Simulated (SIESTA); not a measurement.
Runs of SIESTA 5.4.2 on GaSb. It takes space group F-43m (No. 216, cubic). The conventional cell has a = 6.118 Å, b = 6.118 Å, c = 6.118 Å, α = 90.00°, β = 90.00°, γ = 90.00°. Sb (site symmetry -43m) has 4 Ga at 2.65 Å as nearest neighbours. Around Ga (site symmetry -43m) lie 4 Sb at 2.65 Å. 

```tsv
task	level	potentials or basis	spin	k mesh	gap on the mesh (eV)	pressure (GPa)	V0 of scaled cells (Å³/atom)	B0 (GPa)
band structure	PBE	PseudoDojo 0.4 standard (PBE files, fully relativistic), TZP (energy shift 0.003 Ry; two zetas on semicore shells)	non-collinear, zero start, SOC	6 × 6 × 6	none	2.8	-	-
equation of state	PBE	PseudoDojo 0.4 standard (PBE files), DZP (energy shift 0.003 Ry; two zetas on semicore shells)	off	8 × 8 × 8	-	-	(a)	40
equation of state	LDA	PseudoDojo 0.4 standard (LDA files), DZP (energy shift 0.003 Ry; two zetas on semicore shells)	off	8 × 8 × 8	-	-	27.71	(c)
band structure	PBE	PseudoDojo 0.4 standard (PBE files), DZ (energy shift 0.003 Ry; two zetas on semicore shells)	off	8 × 8 × 8	(b)	2.1	-	-
```

Alike in all rows: cell as given; smearing fermi-dirac 0.05 eV; grid cutoff 800 Ry; energy shift 0.003 Ry.

Question: Fill in the values left out.

Answer: (a) 30.14; (b) 0.12; (c) 54.

Caveats: the basis of atomic orbitals isn't converged, which shifts pressures, moduli and gaps; the basis has no polarisation orbitals (some runs); spin-orbit coupling is left out, which moves the levels of the heavy elements (some runs).

A k mesh can miss the band edges, and rows without SOC leave out spin-orbit coupling on Ga, Sb.

A gap of «none» marks a metal or a gap under the smearing width.
